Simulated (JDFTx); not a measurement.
# CoO (P-6m2) in JDFTx: further runs

Runs on CoO. Level: PBE. Tasks: single point.

Program: JDFTx 1.7.0 (patched build). These are calculated values, not measurements. Logs are shortened: lines on timing, memory, paths and dates and some standing lists are left out, and cuts for length are marked. The log counts tension as positive stress, the text compression.

## (1) Starting point

It takes space group P-6m2 (No. 187, hexagonal). The conventional cell has a = 2.828 Å, b = 2.828 Å, c = 2.722 Å, α = 90.00°, β = 90.00°, γ = 120.00°. Co (site symmetry -6m2) has 6 O at 2.13 Å as nearest neighbours. O (site symmetry -6m2) is surrounded by 6 Co at 2.13 Å.

The cell was built by a generator and needn't be a form met in nature.

## (2) Single point, PBE, collinear spin, ferromagnetic start

File CoO.in:

```
include CoO.lattice
coords-type Lattice
include CoO.ionpos

ion-species pseudo/Co.upf
ion-species pseudo/O.upf
elec-cutoff 48 384
elec-ex-corr gga-PBE
kpoint-folding 9 9 8
elec-smearing Fermi 0.0018374661
elec-n-bands 19
spintype z-spin
initial-magnetic-moments Co 2
elec-initial-magnetization 0 yes
electronic-SCF nIterations 100 energyDiffThreshold 1e-09
electronic-minimize nIterations 30 energyDiffThreshold 1e-7
converge-empty-states yes
forces-output-coords Cartesian

dump-name run.$VAR
dump End Ecomponents EigStats BandEigs Kpoints Forces Stress
```

File CoO.lattice:

```
lattice \
    5.3449958572    -2.6725073772     0.0000000000 \
    0.0000000000     4.6289030395     0.0000000000 \
    0.0000000000     0.0000000000     5.1433053879
```

File CoO.ionpos:

```
ion Co     0.0000000000     0.0000000000     0.5000000000 1
ion O      0.6666700000     0.3333300000     0.0000000000 1
```

Potentials or basis: PseudoDojo-SR-PBE-0.5-standard with smoothed tails.

Command:

```
$ jdftx -c 1 -i CoO.in -o CoO.out
```

The log of the run:

```text
*************** JDFTx 1.7.0 (patched build) ***************

Input parsed successfully to the following command list (including defaults):
[... the input with its defaults ...]

---------- Setting up symmetries ----------

Found 24 point-group symmetries of the bravais lattice
Found 12 space-group symmetries with basis
NOTE: symmetries hold only approximately (changing the metric by 3.5e-06 and atomic positions by 2.7e-05 bohrs), and energies do not
      resolve such small strains or displacements: for these, use symmetries none or a smaller symmetry-threshold.
Applied RMS atom displacement 1.54297e-05 bohrs to make symmetries exact.

---------- Initializing the Grid ----------
R =
[        5.345     -2.67251            0  ]
[            0       4.6289            0  ]
[            0            0      5.14331  ]
unit cell volume = 127.253
G =
[    1.17553   0.678693         -0  ]
[          0    1.35738          0  ]
[          0         -0    1.22162  ]
Minimum fftbox size, Smin = [  48  48  48  ]
Chosen fftbox size, S = [  48  48  48  ]

---------- Initializing tighter grid for wavefunction operations ----------
R =
[        5.345     -2.67251            0  ]
[            0       4.6289            0  ]
[            0            0      5.14331  ]
unit cell volume = 127.253
G =
[    1.17553   0.678693         -0  ]
[          0    1.35738          0  ]
[          0         -0    1.22162  ]
Minimum fftbox size, Smin = [  36  36  36  ]
Chosen fftbox size, S = [  36  36  36  ]

---------- Exchange Correlation functional ----------
Initalized PBE GGA exchange.
Initalized PBE GGA correlation.

---------- Setting up pseudopotentials ----------
Width of ionic core gaussian charges (only for fluid interactions / plotting) set to 0

Reading pseudopotential file 'pseudo/Co.upf':
  'Co' pseudopotential, 'PBE' functional
  Generated using ONCVPSP code by D. R. Hamann
  17 valence electrons, 4 orbitals, 6 projectors, 1001 radial grid points, with lMax = 2
    3S    l: 0   occupation:  2.0   eigenvalue: -3.763303
    3P    l: 1   occupation:  6.0   eigenvalue: -2.412101
    3D    l: 2   occupation:  7.0   eigenvalue: -0.301498
    4S    l: 0   occupation:  2.0   eigenvalue: -0.201022
  Core radius for overlap checks: 1.60 bohrs.

Reading pseudopotential file 'pseudo/O.upf':
  'O' pseudopotential, 'PBE' functional
  Generated using ONCVPSP code by D. R. Hamann
  6 valence electrons, 2 orbitals, 5 projectors, 936 radial grid points, with lMax = 2
    2S    l: 0   occupation:  2.0   eigenvalue: -0.880572
    2P    l: 1   occupation:  4.0   eigenvalue: -0.331869
  Core radius for overlap checks: 1.39 bohrs.

Initialized 2 species with 2 total atoms.

Folded 1 k-points by 9x9x8 to 648 k-points.

---------- Setting up k-points, bands, fillings ----------
Adding inversion symmetry to k-mesh for non-inversion-symmetric unit cell.
Reduced to 60 k-points under symmetry.
Computing the number of bands and number of electrons
Calculating initial fillings.
nElectrons:  23.000000   nBands: 19   nStates: 120

----- Setting up reduced wavefunction bases (one per k-point) -----
average nbasis = 2021.060 , ideal nbasis = 2021.267

---------- Setting up ewald sum ----------
Optimum gaussian width for ewald sums = 1.787699 bohr.
Real space sum over 1331 unit cells with max indices [  5  5  5  ]
Reciprocal space sum over 2197 terms with max indices [  6  6  6  ]

---------- Allocating electronic variables ----------
Initializing wave functions:  linear combination of atomic orbitals
Note: number of bands (19) exceeds available atomic orbitals (14)
Co (M=2) pseudo-atom majority spin occupations:   s ( 1 0.5 )  p ( 3 )  d ( 5 )
Co (M=2) pseudo-atom minority spin occupations:   s ( 1 0 )  p ( 3 )  d ( 3.5 )
O pseudo-atom occupations:   s ( 2 )  p ( 4 )
	FillingsUpdate:  mu: +0.683773018  nElectrons: 23.000000  magneticMoment: [ Abs: 0.19830  Tot: +0.00000 ]
LCAOMinimize: Iter:   0  F: -153.8811319018372785  |grad|_K:  3.111e-02  alpha:  1.000e+00
	FillingsUpdate:  mu: +1.110552968  nElectrons: 23.000000  magneticMoment: [ Abs: 0.05734  Tot: +0.00000 ]
LCAOMinimize: Iter:   1  F: -153.9337626954335292  |grad|_K:  1.666e-02  alpha:  4.492e-01  linmin:  1.941e-01  cgtest: -1.878e+00
LCAOMinimize: 	Bad step direction: g.d > 0.
[... 22 lines of inner loops ...]
LCAOMinimize: Iter:  11  F: -158.4146730990293293  |grad|_K:  2.653e-06  alpha:  6.895e-01  linmin: -4.328e-05  cgtest: -2.832e-03
	FillingsUpdate:  mu: +0.544012133  nElectrons: 23.000000  magneticMoment: [ Abs: 0.01101  Tot: +0.00000 ]
LCAOMinimize: Iter:  12  F: -158.4146733434881185  |grad|_K:  5.700e-06  alpha:  1.597e+00  linmin: -1.299e-03  cgtest: -1.159e-04
LCAOMinimize: Converged (|Delta F|<1.000000e-06 for 2 iters).

-------- Electronic minimization -----------
Will mix electronic density at each iteration.
	FillingsUpdate:  mu: +0.544012133  nElectrons: 23.000000  magneticMoment: [ Abs: 0.01101  Tot: +0.00000 ]
	FillingsUpdate:  mu: +0.542773949  nElectrons: 23.000000  magneticMoment: [ Abs: 0.01101  Tot: +0.00000 ]
SCF: Cycle:  0   F: -158.435344786882354   dF: -2.067e-02   |Residual|: 9.616e-02   |deigs|: 7.738e-02
	FillingsUpdate:  mu: +0.518435290  nElectrons: 23.000000  magneticMoment: [ Abs: 0.00403  Tot: -0.00000 ]
SCF: Cycle:  1   F: -158.435149909798071   dF: +1.949e-04   |Residual|: 5.626e-02   |deigs|: 2.196e-02
	FillingsUpdate:  mu: +0.528851156  nElectrons: 23.000000  magneticMoment: [ Abs: 0.00261  Tot: -0.00000 ]
SCF: Cycle:  2   F: -158.438001579859730   dF: -2.852e-03   |Residual|: 4.530e-02   |deigs|: 1.004e-02
	FillingsUpdate:  mu: +0.524808750  nElectrons: 23.000000  magneticMoment: [ Abs: 0.00173  Tot: +0.00000 ]
SCF: Cycle:  3   F: -158.440842063035632   dF: -2.840e-03   |Residual|: 7.113e-03   |deigs|: 4.056e-03
	FillingsUpdate:  mu: +0.524922478  nElectrons: 23.000000  magneticMoment: [ Abs: 0.00108  Tot: +0.00000 ]
SCF: Cycle:  4   F: -158.440860098488855   dF: -1.804e-05   |Residual|: 2.989e-03   |deigs|: 4.550e-04
	FillingsUpdate:  mu: +0.525163220  nElectrons: 23.000000  magneticMoment: [ Abs: 0.00105  Tot: -0.00000 ]
SCF: Cycle:  5   F: -158.440863551771059   dF: -3.453e-06   |Residual|: 1.237e-03   |deigs|: 2.076e-04
	FillingsUpdate:  mu: +0.525261897  nElectrons: 23.000000  magneticMoment: [ Abs: 0.00115  Tot: -0.00000 ]
SCF: Cycle:  6   F: -158.440864546524836   dF: -9.948e-07   |Residual|: 4.764e-04   |deigs|: 1.113e-04
	FillingsUpdate:  mu: +0.525279544  nElectrons: 23.000000  magneticMoment: [ Abs: 0.00139  Tot: -0.00000 ]
SCF: Cycle:  7   F: -158.440864626430084   dF: -7.991e-08   |Residual|: 1.525e-04   |deigs|: 3.669e-05
	FillingsUpdate:  mu: +0.525269611  nElectrons: 23.000000  magneticMoment: [ Abs: 0.00154  Tot: +0.00000 ]
SCF: Cycle:  8   F: -158.440864643172375   dF: -1.674e-08   |Residual|: 6.412e-05   |deigs|: 1.620e-05
	FillingsUpdate:  mu: +0.525273781  nElectrons: 23.000000  magneticMoment: [ Abs: 0.00190  Tot: -0.00000 ]
SCF: Cycle:  9   F: -158.440864646673020   dF: -3.501e-09   |Residual|: 5.185e-05   |deigs|: 1.022e-05
	FillingsUpdate:  mu: +0.525274070  nElectrons: 23.000000  magneticMoment: [ Abs: 0.00197  Tot: -0.00000 ]
SCF: Cycle: 10   F: -158.440864647458881   dF: -7.859e-10   |Residual|: 5.454e-05   |deigs|: 9.707e-06
	FillingsUpdate:  mu: +0.525269654  nElectrons: 23.000000  magneticMoment: [ Abs: 0.00113  Tot: +0.00000 ]
SCF: Cycle: 11   F: -158.440864642594732   dF: +4.864e-09   |Residual|: 6.283e-05   |deigs|: 5.096e-05
	FillingsUpdate:  mu: +0.525271246  nElectrons: 23.000000  magneticMoment: [ Abs: 0.00028  Tot: +0.00000 ]
SCF: Cycle: 12   F: -158.440864641164097   dF: +1.431e-09   |Residual|: 4.499e-05   |deigs|: 2.676e-05
	FillingsUpdate:  mu: +0.525274309  nElectrons: 23.000000  magneticMoment: [ Abs: 0.00016  Tot: +0.00000 ]
SCF: Cycle: 13   F: -158.440864641816773   dF: -6.527e-10   |Residual|: 1.961e-05   |deigs|: 1.022e-05
	FillingsUpdate:  mu: +0.525275679  nElectrons: 23.000000  magneticMoment: [ Abs: 0.00009  Tot: -0.00000 ]
SCF: Cycle: 14   F: -158.440864641953937   dF: -1.372e-10   |Residual|: 5.871e-06   |deigs|: 7.032e-06
SCF: Converged (|Delta E|<1.000000e-09 for 2 iters).

Setting wave functions to eigenvectors of Hamiltonian
Converging empty states (this may take a while): |deigs|: 1.445e-04

# Stress tensor in Cartesian coordinates [Eh/a0^3]:
[  0.000395738 -8.07788e-10            0  ]
[ -8.07788e-10  0.000395738            0  ]
[            0            0  0.000493312  ]

# Ionic positions in lattice coordinates:
ion Co   0.000001666666667  -0.000001666666667   0.500000000000000 1
ion O   0.666668333333333   0.333331666666667   0.000000000000000 1

# Forces in Cartesian coordinates:
force Co   0.000000000000000  -0.000000000000000   0.000000000000000 1
force O   0.000000000000000   0.000000000000000   0.000000000000000 1

# Energy components:
   Eewald =     -106.7236657799872575
       EH =       45.6601034849443934
     Eloc =     -133.7928707009718892
      Enl =      -21.5359155210697537
      Exc =      -32.1349783816096348
 Exc_core =       11.0641214145863831
       KE =       79.0239492582720686
-------------------------------------
     Etot =     -158.4392562258356634
       TS =        0.0016084161182697
-------------------------------------
        F =     -158.4408646419539366

IonicMinimize: Iter:   0  F: -158.440864641953937  |grad|_K:        nan
IonicMinimize: None of the convergence criteria satisfied after 0 iterations.

#--- Lowdin population analysis ---
# oxidation-state Co +0.910
# magnetic-moments Co +0.000
# oxidation-state O -0.789
# magnetic-moments O -0.000

Dumping 'run.eigStats' ...
	eMin: -2.959224 at state 0 ( [ +0.000000 +0.000000 +0.000000 ] spin 1 )
	HOMO: +0.524962 at state 79 ( [ +0.000000 +0.333333 +0.500000 ] spin -1 )
	mu  : +0.525277
	LUMO: +0.525313 at state 24 ( [ +0.000000 +0.444444 +0.500000 ] spin 1 )
	eMax: +1.460178 at state 54 ( [ +0.222222 +0.333333 +0.500000 ] spin 1 )
	HOMO-LUMO gap: +0.000351
	Optical gap  : +0.004950 at state 25 ( [ +0.111111 +0.111111 +0.000000 ] spin 1 )
Done!
```

Wall time 3.9 min (1 thread of Arm Neoverse V2, shared host); peak memory 0.23 GiB.

Results:

```yaml
Free_energy: -4311.3956 eV
Pressure: -12.6 GPa
Net_moment: 0.00 μB per cell
Absolute_moment: 0.00 μB per cell
Loewdin_charges: Co +0.91; O -0.79 e
```

Caveat: the atomic charges don't sum to the cell's charge; the moment is held away from its start; the starting moments collapsed, and a magnetic state may lie lower; the total moment is fixed, so each spin has its own Fermi level.

## (3) Single point, PBE, collinear spin, ferromagnetic start

Changes to CoO.in since step 2:

```diff
@@ -10,6 +10,6 @@
 elec-smearing Fermi 0.0018374661
-elec-n-bands 19
+elec-n-bands 18
 spintype z-spin
 initial-magnetic-moments Co 2
-elec-initial-magnetization 0 yes
+elec-initial-magnetization 1 yes
 electronic-SCF nIterations 100 energyDiffThreshold 1e-09
```

CoO.lattice is that of step 2.

CoO.ionpos is that of step 2.

Potentials or basis: PseudoDojo-SR-PBE-0.5-standard with smoothed tails.

Command:

```
$ jdftx -c 1 -i CoO.in -o CoO.out
```

Wall time 3.8 min (1 thread of Arm Neoverse V2, shared host); peak memory 0.23 GiB.

It converged, with:

```yaml
Free_energy: -4311.5293 eV
Pressure: -10.8 GPa
Net_moment: 1.00 μB per cell
Absolute_moment: 1.03 μB per cell
Site_moments: Co +0.95; O +0.06 μB
Loewdin_charges: Co +0.93; O -0.81 e
```

Stress tensor (GPa, compression positive):
```
 -9.65   0.00   0.00
  0.00  -9.65   0.00
  0.00   0.00 -13.16
```

Caveat: the atomic charges don't sum to the cell's charge; the total moment is fixed, so each spin has its own Fermi level; a cell with one magnetic atom can't hold antiferromagnetic order, which such compounds often take.
